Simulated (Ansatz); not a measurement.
# How much do the gradients of Si3N4 depend on the method?

Cell: a computed structure from the Materials Project (it need not be an observed phase), taken as it stands.

Space group I-43d (No. 220); a = 6.4883 Å.

| site | Wyckoff | site symmetry | x | y | z |
| --- | --- | --- | --- | --- | --- |
| Si | 12a | -4.. | 0.2500 | 0.3750 | 0.0000 |
| N | 16c | .3. | 0.7814 | 0.2814 | 0.2186 |

One atom of each set is listed; the run and its k-mesh use a cell of 14 atoms with edges of 5.62, 5.62, 5.62 Å.

First run. All values are calculated (Ansatz; DFT, PBE, plane waves and PAW, scalar-relativistic, 420 eV cutoff, Γ-centred 6×6×6 k-points, Fermi–Dirac smearing 0.02 eV), not measured.

```csv
site,V_zz (10²¹ V/m²),η
Si,-0.10,0.00
N,-5.82,0.00
```

Second run. The same atoms and settings, except that the functional is r2SCAN and the cutoff is 500 eV.

(1) What does the second run give?

## Answers

(1) 

```tsv
site	V_zz	η	change of V_zz
Si	-0.10	0.00	0.00
N	-5.97	0.00	-0.15
```

The largest change of V_zz is on N, from -5.82 to -5.97. In per cent, |V_zz| changes by +3 on N (all sites that start above 0.5).

For the second run: At this cell the r2SCAN pressure is -6 GPa, so with r2SCAN the cell would shrink if it were relaxed. The entry's cell may itself be off.
